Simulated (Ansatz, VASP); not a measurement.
Given: the input of a run of VASP 6.6.1 on Al.

The input INCAR:

```
PREC = Accurate ; ENCUT = 600
EDIFF = 1E-7 ; ISMEAR = -1
SIGMA = 0.05 ; LREAL = False
LASPH = True ; NELM = 80
ALGO = Normal ; ISIF = 3
LWAVE = False ; LCHARG = False
GGA = PS ; IBRION = 2
NSW = 80 ; EDIFFG = -0.02
```

The input KPOINTS:

```
regular mesh
0
Gamma
  12 12 12
```

POSCAR

```
Al
1.0
   -1.5912186900      1.5912186900      1.5912186900
    1.5912186900     -1.5912186900      1.5912186900
    1.5912186900      1.5912186900     -1.5912186900
Al
1
Direct
    0.0000000000      0.0000000000      0.0000000000
```

Potentials or basis: VASP PAW PBE potentials, release 64 (Al).

The run is started by

```console
$ cat potpaw_PBE.64/Al/POTCAR > POTCAR
$ mpirun -np 1 vasp_std > vasp.out
```

Set up the same calculation for Ansatz 0.2.0. Potentials there: all-electron LAPW, scalar-relativistic.

As run (the cutoff follows the program's own potentials):

File input.yaml:

```yaml
crystal:
  lattice:
    - [-1.59121869, 1.59121869, 1.59121869]
    - [1.59121869, -1.59121869, 1.59121869]
    - [1.59121869, 1.59121869, -1.59121869]
  atoms:
    - { symbol: Al, position: [0.0, 0.0, 0.0] }
kpoints:
  mp_grid: { grid: [12, 12, 12] }
scf:
  occupations: { method: fermi_dirac, width: 0.05 }
hamiltonian:
  xc: pbesol
  pseudopotentials: { kind: all_electron, lapw: { basis_error: 0.001 } }
output:
  forces: true
  stress: true
relax:
  f_tol: 0.02
  max_steps: 60
  cell: {}
```

Potentials or basis: all-electron LAPW, scalar-relativistic.

Run with:

```console
$ ansatz run input.yaml --threads 1 --pin off --max-ram 3072MiB --backend cpu --events-out ev --progress --plain --runs-dir out
```

Both were run:

|  | VASP | Ansatz | Ansatz less VASP |
| --- | --- | --- | --- |
| relaxed volume (Å³/atom) | 16.60 | 16.59 | -0.009 |
| relaxed cell length with the largest relative difference (Å) | 2.784 | 2.783 | -0.0005 |
| energy change over the relaxation (meV/atom) | -3 | -3 | +0.1 |

Ansatz ran all-electron here, so the differences hold the error of VASP's frozen core and of both bases.

Caveats: the PAW data sets were made with another functional, which shifts forces and pressure a little (VASP).
